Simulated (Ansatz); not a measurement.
**BaTiO3: stress in a strained cell**

BaTiO3 is deformed so: equal xx and yy strain of -2 %. What stress and forces result, by LAPW, PAW and all-electron datasets made for the crystal?

Computed with Ansatz 0.2.0 (DFT PBEsol, scalar-relativistic, unless a step's input says otherwise).

## Step 1: The structure to begin with

Symmetry: Amm2, No. 38, orthorhombic system. The conventional cell has a = 3.984 Å, b = 5.674 Å, c = 5.692 Å, α = 90.00°, β = 90.00°, γ = 90.00°. Ba (site symmetry mm2) has 12 O at 2.80 to 2.89 Å as nearest neighbours. Ti (site symmetry mm2) has 6 O at 1.95 to 2.07 Å as nearest neighbours. Around O (site symmetry mm2) lie 2 Ti at 1.99 Å and 4 Ba at 2.80 to 2.89 Å. O (site symmetry m) is surrounded by 2 Ti at 1.95 to 2.07 Å and 4 Ba at 2.82 to 2.84 Å.

Structure file:

```
CELL_PARAMETERS angstrom
3.98410 0.00000 0.00000
0.00000 2.83705 2.84580
0.00000 -2.83705 2.84580
ATOMIC_POSITIONS crystal
Ba 0.00000 0.00000 0.00000
Ti 0.50000 0.50790 0.50790
O 0.00000 0.49210 0.49210
O 0.50000 0.50251 0.99371
O 0.50000 0.99371 0.50251
```

Atoms are numbered in the order of the input: Ba1, Ti2, O3, O4, O5.

## Step 2: The deformed structure

Space group Amm2 before, Amm2 after.

## Step 3: Full-potential LAPW

The input, input.yaml:

```yaml
crystal:
  lattice:
    - [3.904418, 0.0, 0.0]
    - [0.0, 2.780309, 2.8458]
    - [0.0, -2.780309, 2.8458]
  atoms:
    - { symbol: Ba, position: [0.0, 0.0, 0.0] }
    - { symbol: Ti, position: [0.5, 0.5079, 0.5079] }
    - { symbol: O, position: [0.0, 0.4921, 0.4921] }
    - { symbol: O, position: [0.5, 0.50251, 0.99371] }
    - { symbol: O, position: [0.5, 0.99371, 0.50251] }
kpoints:
  mp_grid: { grid: [8, 8, 8] }
  band_path:
    path:
      - [0.0, 0.0, 0.0]
      - [0.0, 0.5, 0.5]
      - [0.0, 0.5113742042, 0.4886257958]
      - [0.0, 0.4886257958, -0.4886257958]
      - [0.0, 0.0, 0.0]
      - [0.5, 0.0, 0.0]
      - [0.5, 0.4886257958, -0.4886257958]
      - [0.5, 0.5113742042, 0.4886257958]
      - [0.5, 0.5, 0.5]
    npoints: 5
scf:
  occupations: { method: fermi_dirac, width: 0.05 }
hamiltonian:
  xc: pbesol
  pseudopotentials: { kind: all_electron, lapw: { basis_error: 0.001 } }
output:
  forces: true
  stress: true
  eigenvalues: true
```

Launch:

```
> ansatz run input.yaml --threads 2 --pin off --max-ram 8192MiB --backend cpu --events-out ev --progress --plain --runs-dir out
```

## Step 4: Frozen-core PAW

The input, input.yaml:

```yaml
crystal:
  lattice:
    - [3.904418, 0.0, 0.0]
    - [0.0, 2.780309, 2.8458]
    - [0.0, -2.780309, 2.8458]
  atoms:
    - { symbol: Ba, position: [0.0, 0.0, 0.0] }
    - { symbol: Ti, position: [0.5, 0.5079, 0.5079] }
    - { symbol: O, position: [0.0, 0.4921, 0.4921] }
    - { symbol: O, position: [0.5, 0.50251, 0.99371] }
    - { symbol: O, position: [0.5, 0.99371, 0.50251] }
kpoints:
  mp_grid: { grid: [8, 8, 8] }
scf:
  occupations: { method: fermi_dirac, width: 0.05 }
hamiltonian:
  xc: pbesol
  pseudopotentials: { kind: paw }
output:
  forces: true
  stress: true
  eigenvalues: true
  efg: { contact_densities: true }
  write_density: true
  write_potential: true
  elf: true
  volumetric_format: npy
```

## Step 5: All-electron PAW on datasets made for the crystal

Edit input.yaml of step 4 so:

```diff
@@ -17,3 +17,3 @@
   xc: pbesol
-  pseudopotentials: { kind: paw }
+  pseudopotentials: { kind: all_electron, datasets: crystal }
 output:
@@ -23,5 +23 @@
   efg: { contact_densities: true }
-  write_density: true
-  write_potential: true
-  elf: true
-  volumetric_format: npy
```

(Steps that only read results are left out.)

What does the calculation give? Wanted: pressure; largest shear or deviatoric stress.

As calculated:

| quantity | value |
| --- | --- |
| pressure | LAPW 2.83, PAW 2.83, crystal datasets 2.83 GPa |
| largest shear or deviatoric stress (LAPW) | 4.08 GPa |

**Reading.** The largest part of the stress beyond the pressure is 4.08 GPa in size, in the zz component; the atoms are carried along and not relaxed. No run of the undeformed cell stands beside it, so the pressure holds what the given cell had before the change. PAW: stress within 0.01 GPa of LAPW, forces within 4 meV/Å. Crystal datasets: stress within 0.01 GPa of LAPW, forces within 1 meV/Å. Spin-orbit coupling is left out, though the cell holds Ba; in elements this heavy it can shift bands and gaps by tenths of an eV.
